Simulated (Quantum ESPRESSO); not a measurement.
# SiO2 (I-42d) in Quantum ESPRESSO: further runs, part 3 of 3

Quantum ESPRESSO 7.5. Earlier steps stand in the parts before.

### 5 Band structure, LDA

pw.in reads:

```
&CONTROL
  calculation = 'scf'
  prefix = 'pwscf'
  outdir = './tmp'
  pseudo_dir = './pseudo'
  tprnfor = .true.
  tstress = .true.
  disk_io = 'low'
/
&SYSTEM
  ibrav = 0
  celldm(1) = 8
  nat = 6
  ntyp = 2
  ecutwfc = 92
  nbnd = 24
  occupations = 'smearing'
  smearing = 'fd'
  degauss = 0.00367493
/
&ELECTRONS
  conv_thr = 1.2d-09
  electron_maxstep = 120
  mixing_beta = 0.5
/
ATOMIC_SPECIES
Si    28.0850 Si.upf
O     15.9990 O.upf
CELL_PARAMETERS alat
 -0.5851750632063   0.5851750632063   0.8635271811786
  0.5851750632063  -0.5851750632063   0.8635271811786
  0.5851750632063   0.5851750632063  -0.8635271811786
ATOMIC_POSITIONS crystal
Si     0.7500000000    0.2500000000    0.5000000000
Si     0.0000000000    0.0000000000    0.0000000000
O      0.8750000000    0.0282138700    0.6532138700
O      0.7782138700    0.1250000000    0.1532138700
O      0.9717861300    0.6250000000    0.8467861300
O      0.3750000000    0.2217861300    0.3467861300
K_POINTS automatic
8 8 8 0 0 0
```

bands.in reads:

```
&CONTROL
  calculation = 'bands'
  prefix = 'pwscf'
  outdir = './tmp'
  pseudo_dir = './pseudo'
  disk_io = 'low'
  verbosity = 'high'
/
&SYSTEM
  ibrav = 0
  celldm(1) = 8
  nat = 6
  ntyp = 2
  ecutwfc = 92
  nbnd = 24
  occupations = 'smearing'
  smearing = 'fd'
  degauss = 0.00367493
/
&ELECTRONS
  conv_thr = 1d-08
  electron_maxstep = 120
  mixing_beta = 0.5
  diago_full_acc = .true.
  startingwfc = 'random'
/
ATOMIC_SPECIES
Si    28.0850 Si.upf
O     15.9990 O.upf
CELL_PARAMETERS alat
 -0.5851750632063   0.5851750632063   0.8635271811786
  0.5851750632063  -0.5851750632063   0.8635271811786
  0.5851750632063   0.5851750632063  -0.8635271811786
ATOMIC_POSITIONS crystal
Si     0.7500000000    0.2500000000    0.5000000000
Si     0.0000000000    0.0000000000    0.0000000000
O      0.8750000000    0.0282138700    0.6532138700
O      0.7782138700    0.1250000000    0.1532138700
O      0.9717861300    0.6250000000    0.8467861300
O      0.3750000000    0.2217861300    0.3467861300
K_POINTS crystal
60
 0.0000000000  0.0000000000  0.0000000000 1
 0.0000000000  0.0000000000  0.0714285714 1
 0.0000000000  0.0000000000  0.1428571429 1
 0.0000000000  0.0000000000  0.2142857143 1
 0.0000000000  0.0000000000  0.2857142857 1
 0.0000000000  0.0000000000  0.3571428571 1
 0.0000000000  0.0000000000  0.4285714286 1
 0.0000000000  0.0000000000  0.5000000000 1
-0.0765364556  0.0765364556  0.5000000000 1
-0.1530729112  0.1530729112  0.5000000000 1
-0.2296093669  0.2296093669  0.5000000000 1
-0.2972070251  0.2972070251  0.4324023417 1
-0.3648046834  0.3648046834  0.3648046834 1
-0.3192040980  0.3192040980  0.3192040980 1
-0.2736035126  0.2736035126  0.2736035126 1
-0.2280029271  0.2280029271  0.2280029271 1
-0.1824023417  0.1824023417  0.1824023417 1
-0.1368017563  0.1368017563  0.1368017563 1
-0.0912011709  0.0912011709  0.0912011709 1
-0.0456005854  0.0456005854  0.0456005854 1
 0.0000000000  0.0000000000  0.0000000000 1
 0.0625000000  0.0625000000 -0.0625000000 1
 0.1250000000  0.1250000000 -0.1250000000 1
 0.1875000000  0.1875000000 -0.1875000000 1
 0.2500000000  0.2500000000 -0.2500000000 1
 0.3125000000  0.3125000000 -0.3125000000 1
 0.3750000000  0.3750000000 -0.3750000000 1
 0.4375000000  0.4375000000 -0.4375000000 1
 0.5000000000  0.5000000000 -0.5000000000 1
 0.4549348945  0.5450651055 -0.4549348945 1
 0.4098697890  0.5901302110 -0.4098697890 1
 0.3648046834  0.6351953166 -0.3648046834 1
 0.2918437467  0.6081562533 -0.2918437467 1
 0.2188828101  0.5811171899 -0.2188828101 1
 0.1459218734  0.5540781266 -0.1459218734 1
 0.0729609367  0.5270390633 -0.0729609367 1
 0.0000000000  0.5000000000  0.0000000000 1
 0.0416666667  0.4583333333  0.0416666667 1
 0.0833333333  0.4166666667  0.0833333333 1
 0.1250000000  0.3750000000  0.1250000000 1
 0.1666666667  0.3333333333  0.1666666667 1
 0.2083333333  0.2916666667  0.2083333333 1
 0.2500000000  0.2500000000  0.2500000000 1
 0.2916666667  0.2916666667  0.1700651055 1
 0.3333333333  0.3333333333  0.0901302110 1
 0.3750000000  0.3750000000  0.0101953166 1
 0.4166666667  0.4166666667 -0.0697395779 1
 0.4583333333  0.4583333333 -0.1496744724 1
 0.5000000000  0.5000000000 -0.2296093669 1
 0.5000000000  0.5000000000 -0.2836874935 1
 0.5000000000  0.5000000000 -0.3377656201 1
 0.5000000000  0.5000000000 -0.3918437467 1
 0.5000000000  0.5000000000 -0.4459218734 1
 0.5000000000  0.5000000000 -0.5000000000 1
 0.0000000000  0.0000000000  0.5000000000 1
 0.0500000000  0.0500000000  0.4500000000 1
 0.1000000000  0.1000000000  0.4000000000 1
 0.1500000000  0.1500000000  0.3500000000 1
 0.2000000000  0.2000000000  0.3000000000 1
 0.2500000000  0.2500000000  0.2500000000 1
```

Potentials or basis: PseudoDojo 0.4.1 SR LDA stringent.

Command:

```sh
OMP_NUM_THREADS=1 pw.x -in pw.in > pw.out
OMP_NUM_THREADS=1 pw.x -in bands.in > bands.out
```

pw.out:

```text
This program is part of the open-source Quantum ESPRESSO suite
     for quantum simulation of materials; please cite
[... 9 lines left out ...]
     --------------------
     sticks:   dense  smooth     PW     G-vecs:    dense   smooth      PW
     Sum        2691    2691    829                72123    72123   12351

     Using Slab Decomposition

     bravais-lattice index     =            0
     lattice parameter (alat)  =       8.0000  a.u.
     unit-cell volume          =     605.5885 (a.u.)^3
     number of atoms/cell      =            6
     number of atomic types    =            2
     number of electrons       =        32.00
     number of Kohn-Sham states=           24
     kinetic-energy cutoff     =      92.0000  Ry
     charge density cutoff     =     368.0000  Ry
[... 330 lines left out ...]

          k = 0.2136 0.2136 0.1448 (  9021 PWs)   bands (ev):
[... 223 lines left out ...]
   -17.5381 -17.5381 -16.3635 -16.3635  -6.6719  -6.6719  -4.5664  -4.5664
    -2.0942  -2.0942  -1.6734  -1.6734  -1.0414  -1.0414   0.1127   0.1127
     9.1251   9.1251  10.4839  10.4839  11.9216  11.9216  12.9321  12.9321

     the Fermi energy is     1.7112 ev

!    total energy              =    -149.88294663 Ry
     estimated scf accuracy    <          8.5E-11 Ry
     smearing contrib. (-TS)   =      -0.00000000 Ry
     internal energy E=F+TS    =    -149.88294663 Ry

     The total energy is F=E-TS. E is the sum of the following terms:
     one-electron contribution =     -96.23232006 Ry
     hartree contribution      =      63.17688541 Ry
     xc contribution           =     -39.94740925 Ry
     ewald contribution        =     -76.88010274 Ry

     convergence has been achieved in  11 iterations

     Forces acting on atoms (cartesian axes, Ry/au):

     atom    1 type  1   force =    -0.00000000   -0.00000000    0.00000000
     atom    2 type  1   force =    -0.00000000   -0.00000000    0.00000000
     atom    3 type  2   force =     0.00696297    0.00000000    0.00000000
     atom    4 type  2   force =     0.00000000    0.00696297    0.00000000
     atom    5 type  2   force =    -0.00000000   -0.00696297   -0.00000000
     atom    6 type  2   force =    -0.00696297   -0.00000000    0.00000000

     Total force =     0.013926     Total SCF correction =     0.000006

     Computing stress (Cartesian axis) and pressure

          total   stress  (Ry/bohr**3)                   (kbar)     P=      -26.48
  -0.00018115   0.00000000   0.00000000          -26.65        0.00        0.00
   0.00000000  -0.00018115   0.00000000            0.00      -26.65        0.00
   0.00000000   0.00000000  -0.00017768            0.00        0.00      -26.14

=------------------------------------------------------------------------------=
   JOB DONE.
=------------------------------------------------------------------------------=
```

bands.out:

```text
This program is part of the open-source Quantum ESPRESSO suite
     for quantum simulation of materials; please cite
         "P. Giannozzi et al., J. Phys.:Condens. Matter 21 395502 (2009);
         "P. Giannozzi et al., J. Phys.:Condens. Matter 29 465901 (2017);
         "P. Giannozzi et al., J. Chem. Phys. 152 154105 (2020);
[... 784 lines left out ...]
   -17.5468 -17.5468 -16.3422 -16.3422  -6.8327  -6.8327  -4.5318  -4.5318
    -2.3560  -2.3560  -1.4230  -1.4230  -0.5857  -0.5857  -0.0060  -0.0060
     9.7383   9.7383   9.7536   9.7536  11.5193  11.5193  12.1607  12.1607

=------------------------------------------------------------------------------=
   JOB DONE.
=------------------------------------------------------------------------------=
```

Run time: 6.9 min. Hardware: 1 thread of AMD EPYC 7R43 (Zen 3), shared host; peak memory 0.3 GiB.

Results:

```yaml
Free_energy: -2039.2614 eV
Pressure: -2.6 GPa
Largest_force: 0.179 eV/Å
Band_gap_on_the_k_mesh: 5.73 eV, direct
Band_gap_along_the_path: 5.73 eV, direct
```

Forces in eV/Å, atoms in the order of the input:
```
Si   0.000  0.000  0.000
Si   0.000  0.000  0.000
O    0.179  0.000  0.000
O    0.000  0.179  0.000
O    0.000 -0.179  0.000
O   -0.179  0.000  0.000
```

Levels at the corners of the path, in eV from the valence-band top:
```tsv
point	band 14	band 15	band 16	band 17	band 18	band 19
Γ	-0.68	0.00	0.00	5.73	8.60	10.44
X	-0.99	-0.34	-0.34	8.91	8.91	10.03
Y	-1.09	-0.47	-0.47	9.28	9.28	9.44
S	-1.13	-0.65	-0.27	8.95	9.13	9.15
Γ	-0.68	0.00	0.00	5.73	8.60	10.44
Z	-1.48	-0.33	-0.33	8.68	8.68	10.04
S1	-1.13	-0.65	-0.27	8.95	9.13	9.15
N	-0.80	-0.50	-0.14	8.08	8.70	9.46
P	-1.03	-0.45	-0.45	9.30	9.30	9.31
Y1	-1.09	-0.47	-0.47	9.28	9.28	9.44
Z	-1.48	-0.33	-0.33	8.68	8.68	10.04
X	-0.99	-0.34	-0.34	8.91	8.91	10.03
P	-1.03	-0.45	-0.45	9.30	9.30	9.31
```

### 6 For comparison

An earlier run on the cell as given: functional PBE; potentials or basis SSSP 1.3 efficiency PBE; cutoff 748 eV; density cutoff 5987 eV; k mesh 8 × 8 × 8; occupations fermi-dirac, width 0.05 eV; no spin polarisation.

- Pressure: 4.8 GPa
- Largest force: 0.300 eV/Å
- Band gap on the k mesh: 5.93 eV, direct

### 7 The runs side by side

| task | level | potentials or basis | cutoff (eV) | form of the LDA correlation | gap on the mesh (eV) | pressure (GPa) | largest force (eV/Å) |
| --- | --- | --- | --- | --- | --- | --- | --- |
| band structure | LDA | GBRV 1.5 LDA | 612 | PZ81 | 5.72 | -1.2 | 0.06 |
| band structure | LDA | JTH 2.0 LDA | 612 | PW92 | 5.68 | -2.6 | 0.18 |
| band structure | LDA | PseudoDojo 0.4.1 SR LDA standard | 1143 | PW92 | 5.74 | -2.9 | 0.20 |
| band structure | LDA | PseudoDojo 0.4.1 SR LDA stringent | 1252 | PW92 | 5.73 | -2.6 | 0.18 |
| single point | PBE | SSSP 1.3 efficiency PBE | 748 | - | 5.93 | 4.8 | 0.30 |

Alike in all rows: no spin polarisation; cell as given; k mesh 8 × 8 × 8; smearing fermi-dirac 0.05 eV.

Caveats: the cutoff is low for these files, which shifts pressure and relaxed volume (some runs); some levels on the path didn't converge (some runs).

Total energies depend on the potentials used, so only differences within one code and one set of settings carry meaning.
